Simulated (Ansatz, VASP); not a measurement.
**Two plane-wave programs on Se**

The input INCAR:

```
SYSTEM = Se
PREC = Accurate ; ENCUT = 520
EDIFF = 1E-7 ; ISMEAR = -1
SIGMA = 0.05 ; LREAL = .False.
LASPH = .True. ; NELM = 60
ALGO = Normal ; ISIF = 2
LWAVE = .False. ; LCHARG = .False.
GGA = PE ; NBANDS = 13
```

The input KPOINTS:

```
Automatic mesh
0
Gamma
  10 10 6
  0 0 0
```

The input POSCAR:

```
Se
1.0
    1.3942694300     -4.0390027650      0.0000000000
    1.3942694300      4.0390027650      0.0000000000
    0.0000000000      0.0000000000      4.6134314000
Se
2
Direct
    0.0583560000      0.9301450000      0.2497010000
    0.9236770000      0.0581020000      0.7317360000
```

The input input.yaml:

```yaml
crystal:
  lattice:
    - [1.39426943, -4.039002765, 0.0]
    - [1.39426943, 4.039002765, 0.0]
    - [0.0, 0.0, 4.6134314]
  atoms:
    - { symbol: Se, position: [0.058356, 0.930145, 0.249701] }
    - { symbol: Se, position: [0.923677, 0.058102, 0.731736] }
hamiltonian:
  xc: pbe
  pseudopotentials: { kind: paw }
kpoints:
  mp_grid: { grid: [10, 10, 6] }
scf:
  occupations: { method: fermi_dirac, width: 0.05 }
output:
  forces: true
  stress: true
  eigenvalues: true
```

Change from the starting cell: atoms moved at random, drawn with an rms of 0.05 Å.

Alike in both runs: task single point; functional PBE; k mesh 10 × 10 × 6; occupations fermi-dirac, width 0.05 eV; no spin polarisation.

|  | VASP | Ansatz |
| --- | --- | --- |
| version | VASP 6.6.1 | Ansatz 0.2.0 |
| potentials or method | VASP PAW PBE potentials, release 64 (Se) | Ansatz PAW |
| plane-wave cutoff (eV) | 520 | 420 |
| valence electrons in the cell | 12 | 32 |

Ansatz gave:

```
gap on the k mesh at the Fermi level (eV)       : none
pressure (GPa)                                  : 1.5
largest component of the traceless stress (GPa) : 2.02
rms of the force components (eV/Å)              : 0.104
```

Task: Which values does VASP return?

Result: gap on the k mesh at the Fermi level (eV): none; pressure (GPa): 1.5; largest component of the traceless stress (GPa): 2.08; rms of the force components (eV/Å): 0.106.

Atom by atom the forces differ by 0.006 eV/Å (rms over components). A gap of «none» marks a metal or a gap that the smearing closes. The two sets of potentials don't hold the same shells in valence.
